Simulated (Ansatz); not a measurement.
# AlNi3: convergence and cost

Aim, for AlNi3: see how the functional moves the results.

Computed with Ansatz 0.2.0 (DFT r2SCAN, scalar-relativistic, plane waves, PAW for the base; runs at other levels say so in their headings and inputs, unless a step's input says otherwise).

1 further run of the same task is left out (set aside as unsound or not needed).

### Step 1. The structure to begin with

It takes space group Fm-3m (No. 225, cubic). Conventional cell: a = 5.604 Å, b = 5.604 Å, c = 5.604 Å, α = 90.00°, β = 90.00°, γ = 90.00°. Al (site symmetry m-3m) is surrounded by 8 Ni at 2.43 Å. Ni (site symmetry -43m) has 4 Al at 2.43 Å and 4 Ni at 2.43 Å as nearest neighbours. Ni (site symmetry m-3m) is surrounded by 8 Ni at 2.43 Å.

Structure file:

```xyz
4
Lattice="0.0000 2.8019 2.8019 2.8019 0.0000 2.8019 2.8019 2.8019 0.0000" Properties=species:S:1:pos:R:3 pbc="T T T"
Al    2.8019    2.8019    2.8019
Ni    1.4009    1.4009    1.4009
Ni    0.0000    0.0000    0.0000
Ni    4.2028    4.2028    4.2028
```

The structure comes from the Materials Project (structure only); it is used as listed.

### Step 2. The base run, which the others are set against

Contents of input.yaml:

```yaml
crystal:
  lattice:
    - [0.0, 2.8018887551, 2.8018887551]
    - [2.8018887551, 0.0, 2.8018887551]
    - [2.8018887551, 2.8018887551, 0.0]
  atoms:
    - { symbol: Al, position: [0.5, 0.5, 0.5] }
    - { symbol: Ni, position: [0.25, 0.25, 0.25] }
    - { symbol: Ni, position: [0.0, 0.0, 0.0], spin: 0.13 }
    - { symbol: Ni, position: [0.75, 0.75, 0.75] }
basis:
  ecutwfc: 500
kpoints:
  mp_grid: { grid: [14, 14, 14] }
hamiltonian:
  xc: r2scan
scf:
  occupations: { method: gaussian, width: 0.1 }
output:
  forces: true
  stress: true
  eigenvalues: true
  populations: true
  write_density: true
  write_potential: true
  elf: true
  volumetric_format: npy
magnetization:
  spin_polarized: true
```

Its results, from an earlier run: -4519.4213 eV/atom at zero smearing, pressure -0.01 GPa, largest force 0.000 eV/Å, no gap on the mesh, in 71 SCF cycles and 4.8 min.

### Step 3. Functional: LDA

Contents of input.yaml:

```yaml
crystal:
  lattice:
    - [0.0, 2.8018887551, 2.8018887551]
    - [2.8018887551, 0.0, 2.8018887551]
    - [2.8018887551, 2.8018887551, 0.0]
  atoms:
    - { symbol: Al, position: [0.5, 0.5, 0.5] }
    - { symbol: Ni, position: [0.25, 0.25, 0.25] }
    - { symbol: Ni, position: [0.0, 0.0, 0.0] }
    - { symbol: Ni, position: [0.75, 0.75, 0.75] }
basis:
  ecutwfc: 420
kpoints:
  mp_grid: { grid: [14, 14, 14] }
hamiltonian:
  xc: lda
scf:
  occupations: { method: gaussian, width: 0.1 }
output:
  forces: true
  stress: true
  eigenvalues: true
```

Launch:

```console
ansatz run input.yaml --threads 1 --pin off --max-ram 2560MiB --backend cpu --events-out ev --progress --plain --runs-dir out
```

### Step 4. Functional set to PBE

Changes to input.yaml since step 3:

```diff
@@ -15,3 +15,3 @@
 hamiltonian:
-  xc: lda
+  xc: pbe
 scf:
```

### Step 5. Functional set to PBEsol

Changes to input.yaml since step 4:

```diff
@@ -15,3 +15,3 @@
 hamiltonian:
-  xc: pbe
+  xc: pbesol
 scf:
```

(Steps that only read results are left out.)

**Question.** What does this series show? Wanted: gap on the mesh.

As calculated:

| quantity | value |
| --- | --- |
| gap on the mesh (eV) by functional | r2SCAN: metal; LDA: metal; PBE: metal; PBEsol: metal |

What this shows: No run finds a gap on its mesh. Pressures at the fixed cell order as LDA, PBEsol, r2SCAN, PBE, and so would the relaxed volumes, smallest first. The final runs have no spin polarisation, so no magnetic state was tried and one may lie lower.
